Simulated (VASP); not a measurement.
Write the native input for VASP 6.6.1 that does the following.

```
Task                   : relaxation of cell and atoms
Functional             : rev-vdW-DF2
Potentials or basis    : VASP PAW PBE potentials, release 64 (Ba_sv, S)
Cutoff                 : 600 eV
k mesh                 : 7 × 7 × 7
Occupations            : fermi-dirac, width 0.05 eV
Spin                   : no spin polarisation
Further INCAR settings : ALGO = Fast; EDIFF = 1e-07; IBRION = 2; EDIFFG = -0.005; NSW = 60; ISIF = 3
```

The structure of BaS lies in POSCAR:

```
BaS
1.0
    0.0000000000      3.1937500000      3.1937500000
    3.1937500000      0.0000000000      3.1937500000
    3.1937500000      3.1937500000      0.0000000000
Ba S
1 1
Direct
    0.0000000000      0.0000000000      0.0000000000
    0.5000000000      0.5000000000      0.5000000000
```

The input as run:

INCAR

```
AGGAC = 0.0 ; ALGO = Fast
EDIFF = 1E-7 ; EDIFFG = -0.005
ENCUT = 600 ; GGA = MK
IBRION = 2 ; ISIF = 3
ISMEAR = -1 ; LASPH = T
LCHARG = F ; LREAL = F
LUSE_VDW = T ; LWAVE = F
NELM = 60 ; NSW = 60
PARAM1 = 0.1234 ; PARAM2 = 0.711357
PREC = Accurate ; SIGMA = 0.05
ZAB_VDW = -1.8867
```

KPOINTS

```
k-points
0
Gamma
  7 7 7
```

Potentials or basis: VASP PAW PBE potentials, release 64 (Ba_sv, S).

Run with:

```bash
$ cat potpaw_PBE.64/Ba_sv/POTCAR potpaw_PBE.64/S/POTCAR > POTCAR
$ mpirun -np 1 vasp_std > vasp.out
```

Results of the run:

```json
{
 "Relaxed volume": "32.84 Å³/atom",
 "Relaxed cell": "a = 4.529 Å, b = 4.529 Å, c = 4.529 Å, α = 60.00°, β = 60.00°, γ = 60.00°",
 "Space group after relaxing (to 0.05 Å)": "Fm-3m (No. 225)",
 "Energy gained by relaxing": "0.3 meV/atom",
 "Ionic steps": "3",
 "Pressure after relaxing": "0.0 GPa",
 "Band gap on the k mesh": "2.10 eV, indirect (least direct gap 2.25 eV)"
}
```

Caveat: the PAW data sets were made with another functional, which shifts forces and pressure a little; spin-orbit coupling is left out, which moves the levels of the heavy elements; an odd mesh through Γ misses points on the zone boundary, where band edges often lie.

It took 4.1 min on 1 thread of Intel(R) Xeon(R) 6975P-C (Granite Rapids), on a shared host, peak memory 0.47 GiB.
